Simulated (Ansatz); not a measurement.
Input deck for Ansatz 0.2.0, then the block of the output on the nuclei.

The cell is an entry of the Crystallography Open Database (COD), relaxed with PBE at fixed cell and then changed (volume scaled by 0.98, ions relaxed).

```yaml
crystal:
  lattice:
    - [-3.2641939663, 3.2641939663, 2.9615886588]
    - [3.2641939663, -3.2641939663, 2.9615886588]
    - [3.2641939663, 3.2641939663, -2.9615886588]
  atoms:
    - { symbol: Hf, position: [0.75, 0.25, 0.5] }
    - { symbol: Hf, position: [0.0, 0.0, 0.0] }
    - { symbol: Si, position: [0.25, 0.75, 0.5] }
    - { symbol: Si, position: [0.5, 0.5, 0.0] }
    - { symbol: O, position: [0.1340001292, 0.3192780734, 0.8147220558] }
    - { symbol: O, position: [0.0692780734, 0.7545560176, 0.6852779442] }
    - { symbol: O, position: [0.5045560176, 0.3192780734, 0.1852779442] }
    - { symbol: O, position: [0.0692780734, 0.3840001292, 0.3147220558] }
    - { symbol: O, position: [0.6159998708, 0.9307219266, 0.6852779442] }
    - { symbol: O, position: [0.6807219266, 0.8659998708, 0.1852779442] }
    - { symbol: O, position: [0.2454439824, 0.9307219266, 0.3147220558] }
    - { symbol: O, position: [0.6807219266, 0.4954439824, 0.8147220558] }
kpoints:
  mp_grid: { grid: [7, 7, 7] }
scf:
  occupations: { method: fermi_dirac, width: 0.02 }
hamiltonian:
  xc: pbe
  pseudopotentials: { kind: paw }
output:
  forces: true
  stress: true
  populations: true
  efg:
    quadrupole_moments_barn: { Hf: 3.365, O: -0.02558 }
    contact_densities: true
  write_density: true
  write_potential: true
  elf: true
  volumetric_format: npy
relax:
  f_tol: 0.02
  max_steps: 60
```

```sh
ansatz run input.yaml --threads 4 --pin off --max-ram 8192MiB --backend cpu --events-out ev --progress --plain --runs-dir out
```

The run relaxes the ions first, and the block belongs to the relaxed positions.

Of the output, the block on the nuclei alone is shown; the set-up, the SCF iterations, energies, forces and stress are cut. One atom of each set with nearly equal values is shown.

```
--- PAW observables at the nuclei: V_zz in 10²¹ V/m², potentials from the cell's mean, atoms counted from 1 ---
  atom   1  Hf V_zz =   +16.110990   η = 0.0000   by run symmetry: allowed   C_q = +1310.8762 MHz
            electrostatic potential = -14176.208373 V   contact ρ = 7528562.142646 e/Å³
  atom   3  Si V_zz =    -2.053708   η = 0.0000   by run symmetry: allowed
            electrostatic potential = -1363.038555 V   contact ρ = 12802.831663 e/Å³
  atom   5  O  V_zz =    +4.584879   η = 0.8575   by run symmetry: allowed   C_q = -2.8358 MHz
            electrostatic potential = -626.915836 V   contact ρ = 2155.086301 e/Å³
```

The relaxation (3 steps) took 13 s of wall time (45 s of CPU time) and 0.75 GiB at its peak, on 4 threads of Intel Xeon Platinum 8488C (Sapphire Rapids) (x86_64; 16 cores open to the job, memory cap 8.0 GiB, no GPU), a shared host with a load of 0.4 a core.

Without spin–orbit coupling the gradients at and beside Hf can be off by some per cent, at some sites by more. At this changed cell the PBE pressure is 12 GPa.
